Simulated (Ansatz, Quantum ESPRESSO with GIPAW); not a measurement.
**CO2: from the crystal structure to its NMR spectrum**

Wanted: NMR shieldings and quadrupolar couplings for each site of CO2.

Program: Quantum ESPRESSO with GIPAW 8.0dev (patched build). Level of theory: DFT, LDA, plane-wave PAW (pslibrary 1.0.0 recipes), scalar-relativistic, GIPAW; a patched development version of the program. Results are calculated unless marked as measured.

## (1) The structure

Symmetry: Cmce, No. 64, orthorhombic system. Conventional cell: a = 5.272 Å, b = 4.775 Å, c = 6.587 Å, α = 90.00°, β = 90.00°, γ = 90.00°. Nearest to O lie 1 C at 1.16 Å. Nearest to C lie 2 O at 1.16 Å. Farther neighbours and most contacts between anions are not listed.

The cell is a computed entry of the Materials Project; it need not be the form that is stable at ambient conditions.

This structure had its atoms relaxed beforehand (DFT, LDA, plane-wave PAW, default files (PAW set soft_2), scalar-relativistic, Ansatz), starting from the database entry, since shieldings follow bond lengths closely.

## (2) Ground state

The shielding is a linear response of the occupied states, which this run provides. It is converged far beyond what an energy needs, since the response uses the wavefunctions themselves. No empty states are asked for: the response is solved without them. The mesh has a spacing of 0.36 Å⁻¹ at most. The PAW files were made with ld1.x from the pslibrary 1.0.0 recipes, with GIPAW reconstruction switched on.

File scf.in:

```
&control
  calculation = 'scf'
  prefix = 'x'
  outdir = './tmp/'
  pseudo_dir = './'
/
&system
  ibrav = 0
  nat = 6
  ntyp = 2
  ecutwfc = 55
  ecutrho = 330
  nbnd = 16
/
&electrons
  conv_thr = 1.0d-10
  mixing_beta = 0.7
  electron_maxstep = 100
/
ATOMIC_SPECIES
  O 15.999 O.lda-n-kjpaw_psl.1.0.0-gipaw.UPF
  C 12.011 C.lda-n-kjpaw_psl.1.0.0-gipaw.UPF
CELL_PARAMETERS angstrom
  2.63591123 -2.38737812 0.00000000
  2.63591123 2.38737812 0.00000000
  0.00000000 0.00000000 6.58717491
ATOMIC_POSITIONS crystal
  O 0.30524461 0.69475539 0.60557326
  O 0.69475539 0.30524461 0.39442674
  O 0.19475539 0.80524461 0.10557326
  O 0.80524461 0.19475539 0.89442674
  C 0.50000000 0.50000000 0.50000000
  C -0.00000000 0.00000000 0.00000000
K_POINTS automatic
  5 5 3 0 0 0
```

On the command line:

```bash
$ mpirun -np 4 pw.x -nk 4 -in scf.in > scf.out
```

Log:

```text
using ibrav=0 with symmetry is DISCOURAGED, use correct ibrav instead

     bravais-lattice index     =            0
     lattice parameter (alat)  =       6.7205  a.u.
     unit-cell volume          =     559.4713 (a.u.)^3
     number of atoms/cell      =            6
     number of atomic types    =            2
     number of electrons       =        32.00
     number of Kohn-Sham states=           16
     kinetic-energy cutoff     =      55.0000  Ry
     charge density cutoff     =     330.0000  Ry
     scf convergence threshold =      1.0E-10
     mixing beta               =       0.7000
     number of iterations used =            8  plain     mixing
     Exchange-correlation= SLA-PZ-NOGX-NOGC
                           (   1   1   0   0   0   0   0)
[...]
O                 6.00    15.99900     O ( 1.00)
     C                 4.00    12.01100     C ( 1.00)

      8 Sym. Ops., with inversion, found ( 4 have fractional translation)
[...]
number of k points=    18
[...]
Dense  grid:    56621 G-vectors     FFT dimensions: (  40,  40,  72)

     Smooth grid:    30845 G-vectors     FFT dimensions: (  32,  32,  60)

     Check: negative core charge=   -0.000008

     Initial potential from superposition of free atoms

     starting charge      31.9999, renormalised to      32.0000
     Starting wfcs are   24 randomized atomic wfcs

     Self-consistent Calculation

     iteration #  1     ecut=    55.00 Ry     beta= 0.70
     Davidson diagonalization with overlap
     ethr =  1.00E-02,  avg # of iterations =  2.1

     total energy              =    -197.97271980 Ry
     estimated scf accuracy    <       0.85694903 Ry

     iteration #  2     ecut=    55.00 Ry     beta= 0.70
     Davidson diagonalization with overlap
     ethr =  2.68E-03,  avg # of iterations =  7.9

     total energy              =    -198.31543116 Ry
     estimated scf accuracy    <       0.94665764 Ry

     iteration #  3     ecut=    55.00 Ry     beta= 0.70
     Davidson diagonalization with overlap
     ethr =  2.68E-03,  avg # of iterations =  1.4

     total energy              =    -198.12690483 Ry
     estimated scf accuracy    <       0.27836217 Ry

[...]
total energy              =    -198.46336529 Ry
[...]
iteration # 38     ecut=    55.00 Ry     beta= 0.70
     Davidson diagonalization with overlap
     ethr =  5.40E-11,  avg # of iterations =  2.8

     total energy              =    -198.46336527 Ry
     estimated scf accuracy    <       0.00000005 Ry

     iteration # 39     ecut=    55.00 Ry     beta= 0.70
     Davidson diagonalization with overlap
     ethr =  5.40E-11,  avg # of iterations =  5.8

     End of self-consistent calculation
     [one-electron energies left out]

!    total energy              =    -198.46336528 Ry
     total all-electron energy =      -749.618165 Ry
     estimated scf accuracy    <          3.7E-11 Ry

     The total energy is the sum of the following terms:
     one-electron contribution =     -87.40198722 Ry
     hartree contribution      =      56.66551458 Ry
     xc contribution           =     -38.02606183 Ry
     ewald contribution        =     -83.46094763 Ry
     one-center paw contrib.   =     -46.23988318 Ry

     convergence has been achieved in  39 iterations
[...]
JOB DONE.
```

It took 15 s on 4 MPI ranks of Intel Xeon 6975P-C (Granite Rapids), shared host; peak memory 0.34 GiB.

It converged in 39 cycles to an estimated accuracy of 4e-11 Ry, on 18 irreducible k-points.

## (3) GIPAW: job nmr

A uniform field breaks periodicity, so gipaw.x applies it as a wave of small q and takes the limit. It solves for the first-order states, builds the induced current and gets the field at each nucleus by Biot–Savart; the PAW spheres add what the smooth waves miss near the nuclei. pawproj makes the reconstruction use the PAW data sets' own projectors.

File nmr.in:

```
&inputgipaw
  job = 'nmr'
  prefix = 'x'
  tmp_dir = './tmp/'
  restart_mode = 'from_scratch'
  verbosity = 'low'
  q_gipaw = 0.01
  spline_ps = .true.
  conv_threshold = 1.0d-11
  use_nmr_macroscopic_shape = .false.
  pawproj(1) = .true.
  pawproj(2) = .true.
/
```

On the command line:

```bash
$ mpirun -np 4 gipaw.x -in nmr.in > nmr.out
```

Log:

```text
[banner, memory and clock lines left out]
[a note of our patched build left out]

     Parallelizing q-star over 1 images

     IMPORTANT: XC functional enforced from input :
     Exchange-correlation= PZ
                           (   1   1   0   0   0   0   0)
     Any further DFT definition will be discarded
     Please, verify this is what you really want

     Check: negative core charge=   -0.000008
[...]
alpha_pv=     41.1915 eV

     spline_ps is .false., expect some extrapolation errors

     q-space interpolation up to    66.00 Rydberg

     GIPAW job: nmr
     NMR macroscopic correction: no
[...]
Computing the magnetic susceptibility     isolve=0    ethr=  0.1000E-10
     Starting from scratch
     k-point #    1 of    18      pool #  1    cpu time:       0.7
[...]
End of magnetic susceptibility calculation

     f-sum rule (1st term):
           -29.8041          0.0000          0.0000
             0.0000        -29.8371          0.0000
             0.0000          0.0000        -29.8219

     f-sum rule (2nd term):
            -0.8006         -0.0000          0.0000
            -0.0000         -0.7678          0.0000
             0.0000          0.0000         -0.7829

     f-sum rule (should be   -30.6034):
           -30.6047         -0.0000          0.0000
            -0.0000        -30.6049          0.0000
             0.0000          0.0000        -30.6048

[... susceptibilities left out ...]
     Contributions to the NMR chemical shifts: -------------------------------

     Macroscopic shape contribution in ppm:                    0.00
             0.0000          0.0000          0.0000
             0.0000          0.0000          0.0000
             0.0000          0.0000          0.0000

     Core contribution in ppm:

     Atom  1  O   pos: (  0.741185  0.261479  1.121661)  core sigma:         269.57
     Atom  2  O   pos: (  0.741185 -0.261479  0.730569)  core sigma:         269.57
     Atom  3  O   pos: (  0.741185  0.409822  0.195546)  core sigma:         269.57
     Atom  4  O   pos: (  0.741185 -0.409822  1.656685)  core sigma:         269.57
     Atom  5  C   pos: (  0.741185  0.000000  0.926115)  core sigma:         199.09
     Atom  6  C   pos: (  0.000000  0.000000  0.000000)  core sigma:         199.09

     Bare contribution in ppm:

     Atom  1  O   pos: (  0.741185  0.261479  1.121661)  bare sigma:          49.89
[...]
Atom  2  O   pos: (  0.741185 -0.261479  0.730569)  bare sigma:          49.89
[...]
Atom  3  O   pos: (  0.741185  0.409822  0.195546)  bare sigma:          49.89
[...]
Atom  4  O   pos: (  0.741185 -0.409822  1.656685)  bare sigma:          49.89
[...]
Atom  5  C   pos: (  0.741185  0.000000  0.926115)  bare sigma:         -54.57
[...]
Atom  6  C   pos: (  0.000000  0.000000  0.000000)  bare sigma:         -54.57
[...]
Diamagnetic contribution in ppm:

     Atom  1  O   pos: (  0.741185  0.261479  1.121661)  dia sigma:          18.03
[...]
Atom  2  O   pos: (  0.741185 -0.261479  0.730569)  dia sigma:          18.03
[...]
Atom  3  O   pos: (  0.741185  0.409822  0.195546)  dia sigma:          18.03
[...]
Atom  4  O   pos: (  0.741185 -0.409822  1.656685)  dia sigma:          18.03
[...]
Atom  5  C   pos: (  0.741185  0.000000  0.926115)  dia sigma:           5.02
[...]
Atom  6  C   pos: (  0.000000  0.000000  0.000000)  dia sigma:           5.02
[...]
Paramagnetic contribution in ppm:

     Atom  1  O   pos: (  0.741185  0.261479  1.121661)  para sigma:          50.29
[...]
Atom  2  O   pos: (  0.741185 -0.261479  0.730569)  para sigma:          50.29
[...]
Atom  3  O   pos: (  0.741185  0.409822  0.195546)  para sigma:          50.29
[...]
Atom  4  O   pos: (  0.741185 -0.409822  1.656685)  para sigma:          50.29
[...]
Atom  5  C   pos: (  0.741185  0.000000  0.926115)  para sigma:         -81.77
[...]
Atom  6  C   pos: (  0.000000  0.000000  0.000000)  para sigma:         -81.77
[...]
Paramagnetic US occ-occ contribution in ppm:

     Atom  1  O   pos: (  0.741185  0.261479  1.121661)  para_oo sigma:          -3.77
[...]
Atom  2  O   pos: (  0.741185 -0.261479  0.730569)  para_oo sigma:          -3.77
[...]
Atom  3  O   pos: (  0.741185  0.409822  0.195546)  para_oo sigma:          -3.77
[...]
Atom  4  O   pos: (  0.741185 -0.409822  1.656685)  para_oo sigma:          -3.77
[...]
Atom  5  C   pos: (  0.741185  0.000000  0.926115)  para_oo sigma:          -1.21
[...]
Atom  6  C   pos: (  0.000000  0.000000  0.000000)  para_oo sigma:          -1.21
[...]
Paramagnetic US L_R Q_R contribution in ppm:

     Atom  1  O   pos: (  0.741185  0.261479  1.121661)  para_lq sigma:        -207.45
[...]
Atom  2  O   pos: (  0.741185 -0.261479  0.730569)  para_lq sigma:        -207.45
[...]
Atom  3  O   pos: (  0.741185  0.409822  0.195546)  para_lq sigma:        -207.45
[...]
Atom  4  O   pos: (  0.741185 -0.409822  1.656685)  para_lq sigma:        -207.45
[...]
Atom  5  C   pos: (  0.741185  0.000000  0.926115)  para_lq sigma:         -30.96
[...]
Atom  6  C   pos: (  0.000000  0.000000  0.000000)  para_lq sigma:         -30.96
[...]
Total NMR chemical shifts in ppm: ---------------------------------------
     (adopting the Simpson convention for anisotropy and asymmetry)-----------

     Atom  1  O   pos: (  0.741185  0.261479  1.121661)  Total sigma:         176.55
            78.0790          0.0000         -0.0000
            -0.0000        267.6553        143.4385
            -0.0000        144.2480        183.9246

     O       1    anisotropy:    298.57    eta:    0.0106
[...]
Atom  2  O   pos: (  0.741185 -0.261479  0.730569)  Total sigma:         176.55
[... its tensor is left out ...]
     Atom  3  O   pos: (  0.741185  0.409822  0.195546)  Total sigma:         176.55
[... its tensor is left out ...]
     Atom  4  O   pos: (  0.741185 -0.409822  1.656685)  Total sigma:         176.55
[... its tensor is left out ...]
     Atom  5  C   pos: (  0.741185  0.000000  0.926115)  Total sigma:          35.59
           -81.2432          0.0000          0.0000
             0.0000        143.5094        167.6639
            -0.0000        169.0826         44.5091

     C       5    anisotropy:    350.87    eta:    0.0011
[...]
Atom  6  C   pos: (  0.000000  0.000000  0.000000)  Total sigma:          35.59
[... its tensor is left out ...]
```

Wall time 60 s (4 MPI ranks); peak memory 0.3 GiB; 4 min of CPU time.

The f-sum rule is met to 0.0015 of 30.6 (0.005 %). Converged shieldings require that this miss be small, but a small miss does not prove them.

From the symmetric part of each tensor, with principal values σ11 ≤ σ22 ≤ σ33: σ_iso is their mean, the span is σ33 − σ11 and the skew 3(σ_iso − σ22)/span. (gipaw.x prints an anisotropy in another convention.)

| site | atom no. | atoms in cell | σ_iso (ppm) | span (ppm) | skew |
| --- | --- | --- | --- | --- | --- |
| O | 1 | 4 | 176.6 | 299.6 | 0.99 |
| C | 5 | 2 | 35.6 | 351.0 | 1.00 |

The macroscopic shape term is switched off. For a spherical sample the valence susceptibility of this run would add about 7 ppm to every site, a rough estimate, since the susceptibility converges slowly and lacks part of the PAW terms. Differences within the crystal don't depend on it, but shieldings of different compounds can't be compared to better than a few ppm without it.

In this run the largest span is that of C (site symmetry 2/m), with principal values -81.5, -81.2 and 269.5 ppm. On O the most shielded direction lies along its short bond to C: a field along the bond can't mix the bonding orbital with those across it, so the paramagnetic term is smallest there.

How the isotropic values are made up (ppm). The core part is that of the free atom's core; bare is the current of the smooth valence states; the last two are what the PAW spheres add to the diamagnetic and the paramagnetic current:

| site | core | bare | reconstruction, dia | reconstruction, para |
| --- | --- | --- | --- | --- |
| O | 269.6 | 49.9 | 18.0 | -160.9 |
| C | 199.1 | -54.6 | 5.0 | -113.9 |

[end of part 1 of 2]

[Banner, clock, file and message-heading lines were taken out of the pw.x and gipaw.x logs.]

[Logs are printed without paths, hosts, clocks, repeated set-up lines and the standing remarks that a program may print on its own settings, such as how far it seeks lower states.]

[Hosts, paths, dates, database ids (printed as entryN), source tags and the programs' standing remarks are cut or masked in the printed files.]

[Where no reference line passes its bar on scatter, no shift is given, so a measured shift of this compound may stand uncompared.]
